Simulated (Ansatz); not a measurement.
A run of Ansatz 0.2.0 is set up as follows.

Contents of input.yaml:

```yaml
crystal:
  lattice:
    - [0.0, 2.192684, 2.192684]
    - [2.192684, 0.0, 2.192684]
    - [2.192684, 2.192684, 0.0]
  atoms:
    - { symbol: W, position: [0.0, 0.0, 0.0] }
    - { symbol: C, position: [0.5, 0.5, 0.5] }
kpoints:
  mp_grid: { grid: [8, 8, 8] }
  band_path:
    path:
      - [0.0, 0.0, 0.0]
      - [0.5, 0.0, 0.5]
      - [0.5, 0.25, 0.75]
      - [0.375, 0.375, 0.75]
      - [0.0, 0.0, 0.0]
      - [0.5, 0.5, 0.5]
      - [0.625, 0.25, 0.625]
      - [0.5, 0.25, 0.75]
    npoints: 12
scf:
  occupations: { method: fermi_dirac, width: 0.05 }
hamiltonian:
  xc: pbesol
  pseudopotentials: { kind: all_electron, lapw: { basis_error: 0.001 } }
magnetization:
  noncollinear: true
  spin_orbit: true
output:
  forces: true
  stress: true
  eigenvalues: true
```

Potentials or basis: all-electron LAPW, relativistic spinors.

Launch:

```sh
$ ansatz run input.yaml --threads 1 --pin off --max-ram 3072MiB --backend cpu --events-out ev --progress --plain --runs-dir out
```

What does it give for the pressure?

-9.8 GPa.

Predict the band gap along the path.

none (metal or under the smearing width).

Levels at the corners of the path, in eV from the Fermi level:
| point | band 46 | band 47 | band 48 | band 49 | band 50 | band 51 | band 52 | band 53 | band 54 | band 55 |
| --- | --- | --- | --- | --- | --- | --- | --- | --- | --- | --- |
| Γ | -3.06 | -2.60 | -2.60 | -1.30 | -1.30 | -1.06 | -1.06 | -1.06 | -1.06 | -1.00 |
| X | -5.82 | -2.77 | -2.77 | -2.33 | -2.33 | 0.72 | 0.72 | 1.91 | 1.91 | 2.47 |
| W | -6.43 | -5.91 | -5.91 | 0.37 | 0.37 | 0.37 | 0.37 | 2.17 | 2.17 | 3.38 |
| K | -6.06 | -4.92 | -4.92 | -1.79 | -1.79 | 1.28 | 1.28 | 2.43 | 2.43 | 4.76 |
| Γ | -3.06 | -2.60 | -2.60 | -1.30 | -1.30 | -1.06 | -1.06 | -1.06 | -1.06 | -1.00 |
| L | -6.77 | -6.60 | -6.60 | 0.88 | 0.88 | 0.94 | 0.94 | 2.31 | 2.31 | 4.71 |
| U | -6.06 | -4.92 | -4.92 | -1.79 | -1.79 | 1.28 | 1.28 | 2.43 | 2.43 | 4.76 |
| W | -6.43 | -5.91 | -5.91 | 0.37 | 0.37 | 0.37 | 0.37 | 2.17 | 2.17 | 3.38 |

Caveat: the k mesh is thin for a metal, which can move the energy by tens of meV per atom.
